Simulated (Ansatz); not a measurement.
Sb under changes of volume

One of the cells (26.962 Å³/atom); the others are scaled copies at fixed shape and fractional positions:

```
CELL_PARAMETERS angstrom
-1.57654 1.57654 2.71194
1.57654 -1.57654 2.71194
1.57654 1.57654 -2.71194
ATOMIC_POSITIONS crystal
Sb 0.00000 0.00000 0.00000
```

This isn't the form of Sb at room conditions, which is rhombohedral.

| Quantity | Value |
| --- | --- |
| Program | Ansatz 0.2.0 |
| Functional | LDA |
| Potentials or basis | Ansatz PAW |
| Cutoff | 420 eV (not typed: the program's choice for these potentials) |
| k mesh | 12 × 12 × 12 |
| Occupations | fermi-dirac, width 0.05 eV |
| Spin | no spin polarisation |

| volume (Å³/atom) | energy over the lowest point (meV/atom) | pressure (GPa) |
| --- | --- | --- |
| 25.344 | ? | ? |
| 25.883 | 0.00 | 0.2 |
| 26.423 | 1.68 | -1.2 |
| 26.962 | 7.85 | -2.4 |
| 27.501 | 18.04 | -3.6 |
| 28.040 | 31.80 | -4.6 |
| 28.580 | 48.73 | -5.4 |

Task: What does the run at 25.344 Å³/atom give?

Result: Energy over the lowest point 3.40 meV/atom; pressure 1.8 GPa.

Worked out: A Birch-Murnaghan fit of order 3 (a polynomial in V^(-2/3)) to the other rows has its minimum at 25.97 Å³/atom with B0 = V·E''(V) = 71 GPa and B' = 4.7 at fixed shape and positions, which overstates the stiffness. It gives 3.42 meV/atom at 25.344 Å³/atom, against the run's 3.40, and -dE/dV = 1.8 GPa, against 1.8.

Energies are extrapolated to zero smearing.

Caveats: the PAW data sets come from PBE, with cores solved anew for the run's functional, which leaves a small shift of forces and pressure.
